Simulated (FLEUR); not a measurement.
**P under changes of volume**

One of the cells (20.458 Å³/atom); the others are scaled copies at fixed shape and fractional positions:

```
P
1.0
     1.64774   -5.46504    0.00000
     1.64774    5.46504    0.00000
     0.00000    0.00000    4.54364
P
4
Direct
  0.90414 0.09586 0.58882
  0.09586 0.90414 0.41118
  0.59586 0.40414 0.08882
  0.40414 0.59586 0.91118
```

* Program: FLEUR MaX-R8.1 (patched build s14)
* Functional: revPBE
* Potentials or basis: all-electron
* Basis: FLAPW
* Kmax: 4.28 1/bohr
* k mesh: 8 × 8 × 6
* Occupations: fermi-dirac, width 0.05 eV
* Spin: no spin polarisation

| volume (Å³/atom) | energy over the lowest point (meV/atom) | gap on the mesh (eV) |
| --- | --- | --- |
| 19.230 | ? | ? |
| 19.639 | 35.38 | 0.08 |
| 20.458 | 9.53 | 0.15 |
| 21.276 | 0.00 | 0.23 |
| 21.685 | 0.39 | 0.27 |

Task: What does the run at 19.230 Å³/atom give?

Result: Energy over the lowest point 55.57 meV/atom; gap on the mesh 0.06 eV.

Worked out: A Birch-Murnaghan fit of order 2 (a polynomial in V^(-2/3)) to the other rows has its minimum at 21.43 Å³/atom with B0 = V·E''(V) = 66 GPa at fixed shape and positions, which overstates the stiffness. It gives 55.44 meV/atom at 19.230 Å³/atom, against the run's 55.57.

Energies are extrapolated to zero smearing.

Caveats: the plane-wave cutoff is short for the semicore states, which can make moduli rough.

A mesh can miss the band edges.
